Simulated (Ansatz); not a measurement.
The system is Mg.

```
Mg
1.0
     0.00000    2.24426    2.24426
     2.24426    0.00000    2.24426
     2.24426    2.24426    0.00000
Mg
1
Direct
  0.00000 0.00000 0.00000
```

This isn't the form of Mg at room conditions, which is hcp.

Base run:

| Property | Result |
| --- | --- |
| Program | Ansatz 0.2.0 |
| Functional | PBEsol |
| Potentials or basis | all-electron LAPW, scalar-relativistic |
| Cutoff | 106 eV (chosen from the basis error) |
| Basis error allowed | 0.001 eV/atom |
| k mesh | 10 × 10 × 10 |
| Occupations | gaussian, width 0.05 eV |
| Spin | no spin polarisation |

Its results: band gap on the k mesh none (metal or under the smearing width); pressure 0.1 GPa.

Question: The run is repeated on the same cell with these changes: functional from PBEsol to LDA. What comes out?

Answer: Band gap on the k mesh none (metal or under the smearing width); pressure -1.4 GPa.

LDA binds more tightly than PBEsol, so the same cell stands under less pressure.
